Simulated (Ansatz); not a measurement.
The system is Fe.

```
Fe
1.0
    -1.44300    1.44300    1.44300
     1.44300   -1.44300    1.44300
     1.44300    1.44300   -1.44300
Fe
1
Cartesian
  0.0000 0.0000 0.0000
```

Base run:

```yaml
Program: Ansatz 0.2.0
Functional: LDA
Potentials_or_basis: all-electron LAPW, scalar-relativistic
Cutoff: 303 eV
Density_cutoff: 1211 eV
Basis_error_allowed: 0.001 eV/atom
k_mesh: 13 × 13 × 13
Occupations: fermi-dirac, width 0.05 eV
Spin: collinear spin, ferromagnetic start
Starting_moments: "[3.0] μB"
```

Its results: pressure -26.1 GPa; net moment 2.20 μB per cell; site moments Fe +2.24 μB.

Q: After a change of settings the same cell gave: pressure -2.8 GPa; net moment 2.19 μB per cell; site moments Fe +2.24 μB. Which change was it?
A. functional from LDA to BLYP
B. functional from LDA to PBEsol; hubbard terms from none to Fe d U = 2 eV
C. functional from LDA to PBEsol; potentials or basis from all-electron LAPW, scalar-relativistic to all-electron LAPW, inner shells corrected to Dirac's equation
D. functional from LDA to PBE

A: A.

BLYP binds less tightly than LDA, so the same cell stands under more pressure.

Caveats: so large a pressure means that the cell lies far from this level's equilibrium, or that cutoff or potentials fall short (some runs).

Not every run made on this cell is shown here.
